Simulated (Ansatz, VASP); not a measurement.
One calculation of Tl, two programs

INCAR

```
SYSTEM = Tl
PREC = Accurate
ENCUT = 520
EDIFF = 1E-6
ISMEAR = -1
SIGMA = 0.1
LREAL = .False.
LASPH = .True.
NELM = 60
ALGO = Normal
ISIF = 2
LWAVE = .False.
LCHARG = .True.
GGA = RE
LELF = .True.
LVHAR = .True.
NBANDS = 12
```

Contents of KPOINTS:

```
Automatic mesh
0
Gamma
  11 11 11
  0 0 0
```

POSCAR

```
Tl
1.0
    3.4374699971      0.0000000000      0.0000000000
    0.0000000000      3.4374699971      0.0000000000
    0.0000000000      0.0000000000      3.4374699971
Tl
1
Direct
    0.0000000000      0.0000000000      0.0000000000
```

Input for Ansatz:

```yaml
crystal:
  lattice:
    - [3.4374699971, 0.0, 0.0]
    - [0.0, 3.4374699971, 0.0]
    - [0.0, 0.0, 3.4374699971]
  atoms:
    - { symbol: Tl, position: [0.0, 0.0, 0.0] }
hamiltonian:
  xc: revpbe
  pseudopotentials:
    kind: paw
    azcp:
      Tl: "pseudopotentials/Tl.paw.azcp"
basis:
  ecutwfc: 420
  fft_grid_basis: typed
kpoints:
  mp_grid: { grid: [11, 11, 11], shift: [0, 0, 0] }
magnetization:
  spin_polarized: false
scf:
  occupations: { method: fermi_dirac, width: 0.1 }
  lower_state_search: "off"
output:
  stress: true
```

Alike in both runs: task single point; functional revPBE; k mesh 11 × 11 × 11; occupations fermi-dirac, width 0.1 eV; no spin polarisation.

```csv
,VASP,Ansatz
version,VASP 6.6.1,Ansatz 0.2.0
potentials or method,"VASP PAW PBE potentials, release 64 (Tl_d)","plane waves (420 eV) with PAW, scalar-relativistic"
plane-wave cutoff (eV),520,420
valence electrons in the cell,13,13
```

```tsv
	VASP	Ansatz	Ansatz less VASP
pressure (GPa)	-1.5	-1.5	+0.04
```

Caveats: the PAW data sets were made with another functional, which shifts forces and pressure a little (VASP). The runs have no spin-orbit coupling, so splittings on Tl are missing.
